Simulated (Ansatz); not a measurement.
Write the native input for Ansatz 0.2.0 that does the following.

* Task: band structure
* Functional: LDA
* Potentials or basis: all-electron LAPW, scalar-relativistic
* Cutoff: 303 eV (chosen from the basis error)
* Basis error allowed: 0.001 eV/atom
* k mesh: 13 × 13 × 13
* Occupations: fermi-dirac, width 0.05 eV
* Spin: collinear spin, ferromagnetic start
* Starting moments: [3.0] μB

Crystal: Fe.

```
CELL_PARAMETERS angstrom
-1.44300 1.44300 1.44300
1.44300 -1.44300 1.44300
1.44300 1.44300 -1.44300
ATOMIC_POSITIONS crystal
Fe 0.00000 0.00000 0.00000
```

These files were run (other wordings do the same):

input.yaml

```yaml
crystal:
  lattice:
    - [-1.443, 1.443, 1.443]
    - [1.443, -1.443, 1.443]
    - [1.443, 1.443, -1.443]
  atoms:
    - { symbol: Fe, position: [0.0, 0.0, 0.0], spin: 3.0 }
kpoints:
  mp_grid: { grid: [13, 13, 13] }
  band_path:
    path:
      - [0.0, 0.0, 0.0]
      - [0.5, -0.5, 0.5]
      - [0.0, 0.0, 0.5]
      - [0.0, 0.0, 0.0]
      - [0.25, 0.25, 0.25]
      - [0.5, -0.5, 0.5]
    npoints: 10
scf:
  occupations: { method: fermi_dirac, width: 0.05 }
hamiltonian:
  xc: lda
  pseudopotentials: { kind: all_electron, lapw: { basis_error: 0.001 } }
magnetization:
  spin_polarized: true
output:
  forces: true
  stress: true
  eigenvalues: true
```

Potentials or basis: all-electron LAPW, scalar-relativistic.

The run is started by

```bash
$ ansatz run input.yaml --threads 2 --pin off --max-ram 6144MiB --backend cpu --events-out ev --progress --plain --runs-dir out
```

Results of the run:

```json
{
 "Pressure": "-26.1 GPa",
 "Band gap along the path": "none (metal or under the smearing width)",
 "Net moment": "2.20 μB per cell",
 "Absolute moment": "2.28 μB per cell",
 "Site moments": "Fe +2.24 μB"
}
```

It took 7.5 s on 2 threads of Arm Neoverse V2, with other jobs on the host, peak memory 0.34 GiB.
